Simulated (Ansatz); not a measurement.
# TiPt₃: pressure against volume

TiPt₃, Pm-3m, a = 3.948 Å. The structure is a COD entry; whether it is the stable form wasn't checked. Ansatz: PBE, PAW, 420 eV, Γ-centred 10×10×10 mesh on 4 atoms, Gaussian smearing 0.10 eV; no spin polarisation. Symmetry fixes shape and atoms, so the cell is only scaled; pressure is positive in compression.

| V (Å³/atom) | P (GPa) |
| --- | --- |
| 13.540 | ? |
| 14.001 | 28.10 |
| 14.463 | 16.98 |
| 14.925 | 7.71 |
| 15.386 | -0.04 |
| 15.848 | -6.49 |
| 16.309 | -11.86 |
| 16.925 | -17.63 |

Question: Take V0 = 15.386 Å³/atom, count pressures from its P0 = -0.04 GPa, fit the third-order Birch–Murnaghan form to the other rows, and predict the missing pressure.

Answer: With the Eulerian strain f = ½[(V0/V)^(2/3) − 1] and y = (P − P0)/[3f(1 + 2f)^(5/2)], the form is the line y = B0 + 1.5 B0 (B0′ − 4) f. Rows (f, y): 0.03245, 247.0; 0.02105, 243.1; 0.01024, 239.8; -0.00977, 231.2; -0.01905, 227.9; -0.03079, 223.2. Means f = 0.0006883, y = 235.37; Σ(Δf)² = 0.003004, ΣΔfΔy = 1.143; the slope is their ratio. y = 235.1 + 380.5 f GPa, so B0 = 235.1 GPa and B0′ = 4 + 2 × (380.5)/(3 × 235.1) = 5.08. At V = 13.540, f = 0.04447, y = 252.02 and P = 41.56 GPa. The run gave 41.42 GPa, so the fit is 0.14 GPa too high, a small miss on the scale of the series.

Spin–orbit coupling is left out, which can shift energies with elements as heavy as these.